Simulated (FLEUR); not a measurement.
# Ge (Fd-3m) in FLEUR: a series of runs

The runs below take Ge through band structure, equation of state, with LDA exchange alone (X-alpha).

Everything below comes from runs of FLEUR MaX-R8.1 (patched build s14). Logs are shortened: lines on timing, memory, paths and dates and some standing lists are left out, and cuts for length are marked.

**What was measured.**

From “Electronic and optical properties of SixGe1-x-ySny alloys lattice-matched to Ge”, 2021, arxiv:2109.02782, for a bulk crystal of Ge at 293 K: band gap 0.666 eV (indirect).

“Sub-monolayer structures of Ag overlayers on Ge(111): experimental observations and first-principles study”, 2019, arxiv:1908.00180 quotes, for a bulk crystal of Ge: bulk modulus 75.8 GPa.

How close the calculation comes is told below.

**1. The crystal as given**

It takes space group Fd-3m (No. 227, cubic). The conventional cell has a = 5.658 Å, b = 5.658 Å, c = 5.658 Å, α = 90.00°, β = 90.00°, γ = 90.00°. Ge (site symmetry -43m) has 4 Ge at 2.45 Å as nearest neighbours.

**2. Band structure, LDA exchange alone (X-alpha)**

The input, inp.xml:

```xml
<?xml version="1.0" encoding="UTF-8" standalone="no"?>
<fleurInput fleurInputVersion="0.39">
   <comment>
      Ge                                                                                                  
   </comment>
   <calculationSetup>
      <cutoffs Kmax="3.8" Gmax="11.8" GmaxXC="11.8" numbands="0"/>
      <scfLoop itmax="60" minDistance="0.00001" maxIterBroyd="15" imix="Anderson" alpha="0.05" precondParam="0.0" spinf="2.0"/>
      <coreElectrons ctail="T" frcor="F" kcrel="0" coretail_lmax="0"/>
      <xcFunctional name="x-a" relativisticCorrections="F"/>
      <magnetism jspins="1"/>
      <soc l_soc="F" theta="0.0" phi="0.0" spav="F"/>
      <expertModes spex="0" secvar="F"/>
      <geometryOptimization l_f="F" forcealpha="1.0" forcemix="BFGS" epsdisp="0.00001" epsforce="0.00001"/>
      <ldaU l_linMix="F" mixParam="0.05" spinf="1.0"/>
   </calculationSetup>
   <cell>
      <bzIntegration valenceElectrons="44.0" mode="hist" fermiSmearingEnergy="0.00183747">
         <kPointListSelection listName="default-1"/>
         <!-- k-points included here -->
         <xi:include xmlns:xi="http://www.w3.org/2001/XInclude" href="kpts.xml"> </xi:include>
      </bzIntegration>
      <!-- symmetry operations included here -->
      <xi:include xmlns:xi="http://www.w3.org/2001/XInclude" href="sym.xml"> </xi:include>
      <bulkLattice scale="1.0">
         <bravaisMatrix>
            <row-1>    0.0000000000000000     5.3458651311421859     5.3458651311421859</row-1>
            <row-2>    5.3458651311421859     0.0000000000000000     5.3458651311421859</row-2>
            <row-3>    5.3458651311421859     5.3458651311421859     0.0000000000000000</row-3>
         </bravaisMatrix>
      </bulkLattice>
   </cell>
   <atomSpecies>
      <species name="Germanium (Ge)" element="Ge" atomicNumber="32">
         <mtSphere radius="2.14" gridPoints="707" logIncrement="0.017"/>
         <atomicCutoffs lmax="9" lnonsphr="7"/>
         <electronConfig flipSpins="F">
            <coreConfig>(1s1/2) (2s1/2) (2p1/2) (2p3/2)</coreConfig>
            <valenceConfig>(3s1/2) (3p1/2) (3p3/2) (4s1/2) (3d3/2) (3d5/2) (4p1/2) (4p3/2)</valenceConfig>
            <stateOccupation state="(4p1/2)" spinUp="0.333333" spinDown="0.333333"/>
            <stateOccupation state="(4p3/2)" spinUp="0.666667" spinDown="0.666667"/>
         </electronConfig>
         <energyParameters s="4" p="4" d="3" f="4"/>
         <lo type="SCLO" l="0" n="3" eDeriv="0"/>
         <lo type="SCLO" l="1" n="3" eDeriv="0"/>
         <lo type="SCLO" l="1" n="3" eDeriv="1"/>
         <lo type="HELO" l="2" n="4" eDeriv="0"/>
         <lo type="HELO" l="2" n="4" eDeriv="1"/>
         <lo type="SCLO" l="3" n="4" eDeriv="2"/>
      </species>
   </atomSpecies>
   <atomGroups>
      <atomGroup species="Germanium (Ge)">
         <relPos label="                   1">-3.000/8.000 -3.000/8.000 -3.000/8.000</relPos>
         <relPos label="                   2">3.000/8.000 3.000/8.000 3.000/8.000</relPos>
         <force calculate="T" relaxXYZ="TTT"/>
      </atomGroup>
   </atomGroups>
   <output dos="F" band="F" slice="F">
      <checks vchk="F" cdinf="F"/>
      <bandDOS minEnergy="-.5*Htr" maxEnergy="0.5*Htr" sigma="0.015" storeEVData="T"/>
      <vacuumDOS vacdos="F" integ="F" star="F" nstars="0" locx1="0.0" locy1="0.0" locx2="0.0" locy2="0.0" nstm="0" tworkf="0.0"/>
      <unfoldingBand unfoldBand="F" supercellX="1" supercellY="1" supercellZ="1"/>
      <plotting iplot="0" polar="F">
         <plot TwoD="T" vec1="  1.0  0.0  0.0" vec2="  0.0  1.0  0.0" vec3="  0.0  0.0  1.0" zero="  0.0  0.0  0.0" file="plot"/>
      </plotting>
      <chargeDensitySlicing numkpt="0" minEigenval="0.0" maxEigenval="0.0" nnne="0" pallst="F"/>
      <specialOutput eonly="F"/>
      <magneticCircularDichroism mcd="F" energyLo="-10.0" energyUp="0.0"/>
   </output>
  <!-- We include the file relax.xml here to enable relaxations (see documentation) -->
  <xi:include xmlns:xi="http://www.w3.org/2001/XInclude" href="relax.xml"> <xi:fallback/> </xi:include>
</fleurInput>
```

The input, crystal.txt:

```
Ge
&input cartesian=F /
0.0000000000  2.8289100000  2.8289100000
2.8289100000  0.0000000000  2.8289100000
2.8289100000  2.8289100000  0.0000000000
1.8897261246
1.0 1.0 1.0

2
32 0.7500000000  0.7500000000  0.7500000000
32 0.5000000000  0.5000000000  0.5000000000

&kpt div1=8 div2=8 div3=8 gamma=T /
```

The input, inp.xml (bands):

```
<?xml version="1.0" encoding="UTF-8" standalone="no"?>
<fleurInput fleurInputVersion="0.39">
   <comment>
      Ge                                                                                                  
   </comment>
   <calculationSetup>
      <cutoffs Kmax="3.8" Gmax="11.8" GmaxXC="11.8" numbands="0"/>
      <scfLoop itmax="60" minDistance="0.00001" maxIterBroyd="15" imix="Anderson" alpha="0.05" precondParam="0.0" spinf="2.0"/>
      <coreElectrons ctail="T" frcor="F" kcrel="0" coretail_lmax="0"/>
      <xcFunctional name="x-a" relativisticCorrections="F"/>
      <magnetism jspins="1"/>
      <soc l_soc="F" theta="0.0" phi="0.0" spav="F"/>
      <expertModes spex="0" secvar="F"/>
      <geometryOptimization l_f="F" forcealpha="1.0" forcemix="BFGS" epsdisp="0.00001" epsforce="0.00001"/>
      <ldaU l_linMix="F" mixParam="0.05" spinf="1.0"/>
   </calculationSetup>
   <cell>
      <bzIntegration valenceElectrons="44.0" mode="hist" fermiSmearingEnergy="0.00183747">
         <kPointListSelection listName="path-1"/>
         <!-- k-points included here -->
         <xi:include xmlns:xi="http://www.w3.org/2001/XInclude" href="kpts.xml"> </xi:include>
      </bzIntegration>
      <!-- symmetry operations included here -->
      <xi:include xmlns:xi="http://www.w3.org/2001/XInclude" href="sym.xml"> </xi:include>
      <bulkLattice scale="1.0">
         <bravaisMatrix>
            <row-1>    0.0000000000000000     5.3458651311421859     5.3458651311421859</row-1>
            <row-2>    5.3458651311421859     0.0000000000000000     5.3458651311421859</row-2>
            <row-3>    5.3458651311421859     5.3458651311421859     0.0000000000000000</row-3>
         </bravaisMatrix>
      </bulkLattice>
   </cell>
   <atomSpecies>
      <species name="Germanium (Ge)" element="Ge" atomicNumber="32">
         <mtSphere radius="2.14" gridPoints="707" logIncrement="0.017"/>
         <atomicCutoffs lmax="9" lnonsphr="7"/>
         <electronConfig flipSpins="F">
            <coreConfig>(1s1/2) (2s1/2) (2p1/2) (2p3/2)</coreConfig>
            <valenceConfig>(3s1/2) (3p1/2) (3p3/2) (4s1/2) (3d3/2) (3d5/2) (4p1/2) (4p3/2)</valenceConfig>
            <stateOccupation state="(4p1/2)" spinUp="0.333333" spinDown="0.333333"/>
            <stateOccupation state="(4p3/2)" spinUp="0.666667" spinDown="0.666667"/>
         </electronConfig>
         <energyParameters s="4" p="4" d="3" f="4"/>
         <lo type="SCLO" l="0" n="3" eDeriv="0"/>
         <lo type="SCLO" l="1" n="3" eDeriv="0"/>
         <lo type="SCLO" l="1" n="3" eDeriv="1"/>
         <lo type="HELO" l="2" n="4" eDeriv="0"/>
         <lo type="HELO" l="2" n="4" eDeriv="1"/>
         <lo type="SCLO" l="3" n="4" eDeriv="2"/>
      </species>
   </atomSpecies>
   <atomGroups>
      <atomGroup species="Germanium (Ge)">
         <relPos label="                   1">-3.000/8.000 -3.000/8.000 -3.000/8.000</relPos>
         <relPos label="                   2">3.000/8.000 3.000/8.000 3.000/8.000</relPos>
         <force calculate="T" relaxXYZ="TTT"/>
      </atomGroup>
   </atomGroups>
   <output dos="F" band="T" slice="F">
      <checks vchk="F" cdinf="F"/>
      <bandDOS minEnergy="-.5*Htr" maxEnergy="0.5*Htr" sigma="0.015" storeEVData="T"/>
      <vacuumDOS vacdos="F" integ="F" star="F" nstars="0" locx1="0.0" locy1="0.0" locx2="0.0" locy2="0.0" nstm="0" tworkf="0.0"/>
      <unfoldingBand unfoldBand="F" supercellX="1" supercellY="1" supercellZ="1"/>
      <plotting iplot="0" polar="F">
         <plot TwoD="T" vec1="  1.0  0.0  0.0" vec2="  0.0  1.0  0.0" vec3="  0.0  0.0  1.0" zero="  0.0  0.0  0.0" file="plot"/>
      </plotting>
      <chargeDensitySlicing numkpt="0" minEigenval="0.0" maxEigenval="0.0" nnne="0" pallst="F"/>
      <specialOutput eonly="F"/>
      <magneticCircularDichroism mcd="F" energyLo="-10.0" energyUp="0.0"/>
   </output>
  <!-- We include the file relax.xml here to enable relaxations (see documentation) -->
  <xi:include xmlns:xi="http://www.w3.org/2001/XInclude" href="relax.xml"> <xi:fallback/> </xi:include>
</fleurInput>
```

Potentials or basis: all-electron, FLAPW.

Command:

```
$ inpgen -f crystal.txt -profile fastHighL
$ # inp.xml edited to the form shown
$ fleur
$ fleur   # second run, on inp.xml (bands)
```

Output:

```text
Welcome to FLEUR        (www.flapw.de)
      MaX-Release 8.1          (www.max-centre.eu)

 ========== k-point set info ==========
 Selected k-point list: default-1
 k-point list type: mesh
 8 x 8 x 8
 Number of k points: 29

 ------------Calculation Setup---------------------------
 Number of OMP-threads    :            1
 Number of basis functions:          379
 Approximate size of matrices (H+S) per k-point:         0.002 GB
 --------------------------------------------------------
 Iteration:     1   Distance:       6.75835776 me/bohr^3
 Iteration:     2   Distance:       6.30291709 me/bohr^3
 Iteration:     3   Distance:       2.33487949 me/bohr^3
 Iteration:     4   Distance:       0.45652181 me/bohr^3
 Iteration:     5   Distance:       0.58161576 me/bohr^3
 Iteration:     6   Distance:       0.05211731 me/bohr^3
 Iteration:     7   Distance:       0.05543907 me/bohr^3
 Iteration:     8   Distance:       0.00787483 me/bohr^3
 Iteration:     9   Distance:       0.00047218 me/bohr^3
 Iteration:    10   Distance:       0.00038892 me/bohr^3
 Iteration:    11   Distance:       0.00002389 me/bohr^3
 Iteration:    12   Distance:       0.00000949 me/bohr^3

 ********************************************************************
 Run finished successfully
 Stop message:
   all done
 ********************************************************************
```

output (bands):

```text
Welcome to FLEUR        (www.flapw.de)
      MaX-Release 8.1          (www.max-centre.eu)

 ========== k-point set info ==========
 Selected k-point list: path-1
 k-point list type: path
 Number of k points: 60

 ------------Calculation Setup---------------------------
 Number of OMP-threads    :            1
 Number of basis functions:          379
 Approximate size of matrices (H+S) per k-point:         0.002 GB
 --------------------------------------------------------
 Fermi energy correction for metals:
 Fermi energy in bands.* files may not be consistent with last density.
 Please correct it manually (e.g. in band.gnu file).

 Note: Band structure data (together with different weights) is also stored in the banddos.hdf file.
       A convenient way of extracting and plotting the data from that file is by making use of the

 ********************************************************************
 Run finished successfully
 Stop message:
   Charge density postprocessing done.
 ********************************************************************
```

out.xml (last iteration):

```text
<iteration numberForCurrentRun="   12" overallNumber="   12">
         <energyParameters units="Htr">
            <atomicEP atomType="1" spin="1" branch="4s" branchLowest="-5.70" branchHighest="1.08" value="-0.1226298719"/>
            <atomicEP atomType="1" spin="1" branch="4p" branchLowest="-3.78" branchHighest="1.78" value="0.0900382082"/>
            <atomicEP atomType="1" spin="1" branch="3d" branchLowest="-9.99" branchHighest="-0.60" value="-0.6250939002"/>
            <atomicEP atomType="1" spin="1" branch="4f" branchLowest="-9.99" branchHighest="3.71" value="0.4481442969"/>
            <loAtomicEP atomType="1" spin="1" branch="3s" branchLowest="-49.85" branchHighest="-5.70" value="-5.7052703810"/>
            <loAtomicEP atomType="1" spin="1" branch="3p" branchLowest="-43.54" branchHighest="-3.78" value="-3.7837413004"/>
            <loAtomicEP atomType="1" spin="1" branch="3p" branchLowest="-43.54" branchHighest="-3.78" value="-3.7837413004"/>
            <heloAtomicEP atomType="1" spin="1" branch="4d" branchLowest="2.19" branchHighest="2.19" value="2.1911111297"/>
            <heloAtomicEP atomType="1" spin="1" branch="4d" branchLowest="2.19" branchHighest="2.19" value="2.1911111297"/>
            <loAtomicEP atomType="1" spin="1" branch="4f" branchLowest="-9.99" branchHighest="3.71" value="0.4481429962"/>
         </energyParameters>
         <eigenvalues>
            <eigenvaluesAt spin="1" ikpt="1" k_x="0.00000000" k_y="0.00000000" k_z="0.00000000">
                      -5.7053103943       -5.7052198804       -3.7817723403       -3.7817723403       -3.7817723403
                      -3.7814460211       -3.7814460211       -3.7814460211       -0.6378248828       -0.6378248828
                      -0.6378248828       -0.6363802359       -0.6363802359       -0.6284516241       -0.6284516241
                      -0.6284516241       -0.6280656584       -0.6280656584       -0.2079642263        0.2593431882
                       0.2640020004        0.2640020004        0.2640020004        0.3548838908        0.3548838908
                       0.3548838908        0.4845597233        0.6104622821        0.6104622821        0.6503955878
                       0.6503955878        0.6503955878        0.7532221324        1.1780292402
            </eigenvaluesAt>
            <eigenvaluesAt spin="1" ikpt="2" k_x="0.00000000" k_y="0.00000000" k_z="0.12500000">
                      -5.7053080124       -5.7052226601       -3.7817765874       -3.7817765874       -3.7817730555
                      -3.7814497839       -3.7814416490       -3.7814416490       -0.6381238778       -0.6381238778
[... 24 lines left out ...]
         </eigenvalues>
         <bandgap value="0.0000000000" units="eV"/>
         <sumValenceSingleParticleEnergies value="-80.4180626938" units="Htr"/>
         <FermiEnergy value="0.2625081050" units="Htr"/>
         <valenceDensity>
            <mtCharges spin="1">
               <mtCharge atomType="1" total="19.9357272" s="2.9816938" p="6.9916712" d="9.9555255" f="0.0054545"/>
            </mtCharges>
            <spinDependentCharge spin="1" total="44.0000000" interstitial="4.1285456" mtSpheres="39.8714544"/>
            <totalCharge value="44.0000000000"/>
         </valenceDensity>
         <coreStates atomType="     1" atomicNumber=" 32" spin="1" kinEnergy="   1814.0368108178" eigValSum="  -1163.9925427838" lostElectrons=" 0.000000">
            <state n="1" l="0" j="0.5" energy="-401.4831410359" weight="1.0000000000"/>
            <state n="2" l="0" j="0.5" energy="-49.8463091655" weight="1.0000000000"/>
            <state n="2" l="1" j="0.5" energy="-44.3346846710" weight="1.0000000000"/>
            <state n="2" l="1" j="1.5" energy="-43.1660682597" weight="2.0000000000"/>
         </coreStates>
         <allElectronCharges>
            <spinDependentCharge spin="1" total="64.0000000" interstitial="4.1285456" mtSpheres="59.8714544"/>
            <totalCharge value="64.0000000007"/>
         </allElectronCharges>
         <totalEnergy                                    value="    -4186.5964655740" units="Htr">
            <sumOfEigenvalues                            value="    -2408.4031482614">
               <coreElectrons value="-2327.9850855676"/>
               <valenceElectrons value="-80.4180626938"/>
            </sumOfEigenvalues>
            <densityCoulombPotentialIntegral value="-6488.1379394577"/>
            <densityEffectivePotentialIntegral value="-6685.1346226180"/>
            <chargeDenXCDenIntegral value="-147.7475123745"/>
            <FockExchangeEnergyValence value="0.0000000000"/>
            <FockExchangeEnergyCore value="0.0000000000"/>
            <atomTypeDependentContributions atomType="1">
               <electronNucleiInteractionDifferentMTs value="5038.4449279688"/>
               <MadelungTerm value="-33.0665298584"/>
            </atomTypeDependentContributions>
            <tkbTimesEntropy value="0.0000426483"/>
            <freeEnergy value="-4186.5965082223"/>
            <extrapolationTo0K value="-4186.5964868981"/>
         </totalEnergy>
         <densityConvergence units="me/bohr^3">
            <chargeDensity spin="1" distance="0.0000094902"/>
         </densityConvergence>
      </iteration>
```

Run time: 9.2 s. Hardware: 1 thread of Intel Xeon 6975P-C (Granite Rapids), shared host; peak memory 0.04 GiB.

What came out:

```yaml
Free_energy: -113923.0946 eV
Band_gap_along_the_path: none (metal or under the smearing width)
Valence_electrons_inside_the_program's_atomic_spheres: Ge 19.94 (radii Ge 2.14 bohr)
```

Levels at the corners of the path, in eV from the Fermi level:
| point | band 20 | band 21 | band 22 | band 23 | band 24 | band 25 |
| --- | --- | --- | --- | --- | --- | --- |
| Γ | -0.09 | 0.04 | 0.04 | 0.04 | 2.51 | 2.51 |
| X | -8.90 | -3.07 | -3.07 | 0.58 | 0.58 | 9.44 |
| W | -8.80 | -3.95 | -3.95 | 4.25 | 4.25 | 4.57 |
| K | -8.31 | -4.39 | -2.63 | 1.00 | 3.97 | 7.10 |
| Γ | -0.09 | 0.04 | 0.04 | 0.04 | 2.51 | 2.51 |
| L | -7.64 | -1.38 | -1.38 | 0.05 | 3.68 | 3.68 |
| U | -8.31 | -4.39 | -2.63 | 1.00 | 3.97 | 7.10 |
| W | -8.80 | -3.95 | -3.95 | 4.25 | 4.25 | 4.57 |
| L | -7.64 | -1.38 | -1.38 | 0.05 | 3.68 | 3.68 |
| K | -8.31 | -4.39 | -2.63 | 1.00 | 3.97 | 7.10 |
| U | -8.31 | -4.39 | -2.63 | 1.00 | 3.97 | 7.10 |
| X | -8.90 | -3.07 | -3.07 | 0.58 | 0.58 | 9.44 |

Core levels (eV from the Fermi level):
| atom | levels |
| --- | --- |
| 1 Ge | 1s1/2 -10932.1, 2s1/2 -1363.5, 2p1/2 -1213.6, 2p3/2 -1181.8 |
| 2 Ge | 1s1/2 -10932.1, 2s1/2 -1363.5, 2p1/2 -1213.6, 2p3/2 -1181.8 |

Caveat: this crystal is a semiconductor, whose small gap the functional closes, so the metal is an error of the method.

**3. Equation of state, LDA exchange alone (X-alpha), 21.28 Å³/atom (volume scaled by 0.94)**

inp.xml: that of step 2 with these lines changed.

```diff
@@ -6,3 +6,3 @@
    <calculationSetup>
-      <cutoffs Kmax="3.8" Gmax="11.8" GmaxXC="11.8" numbands="0"/>
+      <cutoffs Kmax="3.85" Gmax="11.9" GmaxXC="11.9" numbands="0"/>
       <scfLoop itmax="60" minDistance="0.00001" maxIterBroyd="15" imix="Anderson" alpha="0.05" precondParam="0.0" spinf="2.0"/>
@@ -24,3 +24,3 @@
       <xi:include xmlns:xi="http://www.w3.org/2001/XInclude" href="sym.xml"> </xi:include>
-      <bulkLattice scale="1.0">
+      <bulkLattice scale="0.9795861087">
          <bravaisMatrix>
@@ -34,3 +34,3 @@
       <species name="Germanium (Ge)" element="Ge" atomicNumber="32">
-         <mtSphere radius="2.14" gridPoints="707" logIncrement="0.017"/>
+         <mtSphere radius="2.08" gridPoints="707" logIncrement="0.017"/>
          <atomicCutoffs lmax="9" lnonsphr="7"/>
```

Potentials or basis: all-electron, FLAPW.

Command:

```
$ inpgen -f crystal.txt -profile fastHighL
$ # inp.xml edited to the form shown
$ fleur
```

Run time: 8.6 s. Hardware: 1 thread of Intel Xeon 6975P-C (Granite Rapids), shared host; peak memory 0.09 GiB.

The run converged. Its results:

```
Free energy                                           : -113922.9327 eV
Band gap on the k mesh                                : 0.21 eV, indirect (least direct gap 0.44 eV)
Valence electrons inside the program's atomic spheres : Ge 19.82 (radii Ge 2.08 bohr)
```

Caveat: the plane-wave cutoff is short for the semicore states, which can make moduli rough.

**4. Equation of state, LDA exchange alone (X-alpha), 21.73 Å³/atom (volume scaled by 0.96)**

inp.xml: that of step 3 with these lines changed.

```diff
@@ -24,3 +24,3 @@
       <xi:include xmlns:xi="http://www.w3.org/2001/XInclude" href="sym.xml"> </xi:include>
-      <bulkLattice scale="0.9795861087">
+      <bulkLattice scale="0.9864848297">
          <bravaisMatrix>
```

Command:

```
$ inpgen -f crystal.txt -profile fastHighL
$ # inp.xml edited to the form shown
$ fleur
```

Run time: 8.6 s. Hardware: 1 thread of Intel Xeon 6975P-C (Granite Rapids), shared host; peak memory 0.09 GiB.

The run converged. Its results:

| Property | Result |
| --- | --- |
| Free energy | -113922.9732 eV |
| Band gap on the k mesh | 0.14 eV, indirect (least direct gap 0.25 eV) |
| Valence electrons inside the program's atomic spheres | Ge 19.80 (radii Ge 2.08 bohr) |

Caveat: the plane-wave cutoff is short for the semicore states, which can make moduli rough.

(Part 1 of 2 ends here.)
